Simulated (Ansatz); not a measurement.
## Li2O, space group Fm-3m: cell relaxations under several functionals, step by step

With the Python package of Ansatz (0.2.0).

The cells in order, each with its output:

**Cell 1**
```python
import warnings

import ansatz as az
from ase import Atoms
import numpy as np
```

**Cell 2**
```python
def edges_and_angles(cell):
    cell = np.asarray(cell)
    a, b, c = np.linalg.norm(cell, axis=1)
    cosines = cell[1] @ cell[2] / (b * c), cell[0] @ cell[2] / (a * c), cell[0] @ cell[1] / (a * b)
    return (a, b, c, *np.degrees(np.arccos(cosines)))

warnings.simplefilter("ignore", az.DeckWarning)
```

**Cell 3**
```python
atoms = Atoms(
    ["Li", "Li", "O"],
    scaled_positions=[
        (0.25, 0.25, 0.25),
        (0.75, 0.75, 0.75),
        (0.0, 0.0, 0.0),
    ],
    cell=[
        (0.0, 2.305, 2.305),
        (2.305, 0.0, 2.305),
        (2.305, 2.305, 0.0),
    ],
    pbc=True,
)
xtal = az.Crystal.from_ase(atoms)
```

**Cell 4**
```python
xtal.resolved().sites[-1]
```
Output:
```text
Site(symbol='O', position=(0.0, 0.0, 0.0), moment=None, axis=None, held=None, saved=None)
```

**Cell 5**
```python
calculation = (
    xtal.calculation()
    .occupations("Fixed")
    .kpoints(mesh=(8, 8, 8))
    .basis(450)
    .relax(cell=True, max_steps=100)
)
```

**Cell 6**
```python
levels = [("lda", "none"), ("pbesol", "none"), ("revpbe", "d3bj"), ("pbe", "none")]
print("level            a       b       c    alpha   beta  gamma  V/atom  steps")
for name, dispersion in levels:
    seen = []
    run = calculation.functional(name, dispersion=dispersion).session().plan()
    result = run.execute(on_event=lambda e: seen.append(e) if e["event"] == "relax_step" else None)
    cell = result.lattice.cell_ang
    label = name if dispersion == "none" else f"{name}+{dispersion}"
    print("{:13s} {:7.4f} {:7.4f} {:7.4f} {:6.2f} {:6.2f} {:6.2f}".format(label, *edges_and_angles(cell)), f"{abs(np.linalg.det(cell)) / len(result.lattice.sites):7.3f} {len(seen):5d}")
```
Output:
```text
level            a       b       c    alpha   beta  gamma  V/atom  steps
lda            3.1775  3.1775  3.1775  60.00  60.00  60.00   7.561     7
pbesol         3.2384  3.2384  3.2384  60.00  60.00  60.00   8.005     4
revpbe+d3bj    3.1672  3.1672  3.1672  60.00  60.00  60.00   7.488     8
pbe            3.2707  3.2707  3.2707  60.00  60.00  60.00   8.247     4
```

From smallest to largest: revPBE+D3BJ (7.49 Å³ an atom, -8.3 % against the start), LDA (7.56 Å³ an atom, -7.4 % against the start), PBEsol (8.00 Å³ an atom, -2.0 % against the start) and PBE (8.25 Å³ an atom, +1.0 % against the start). The spread is 10.1 % in volume.

Forces vanish by symmetry, so the ions can't move, and the end may be a saddle. Edges and angles are those of the cell as typed, here a primitive one, not of the conventional cell. The starting cell is as deposited in a crystallographic database; the results hold for this polymorph, which needn't be the stable one. The whole script took 10 s on 1 thread of Arm Neoverse V2, on a shared host, peak memory 0.35 GiB.
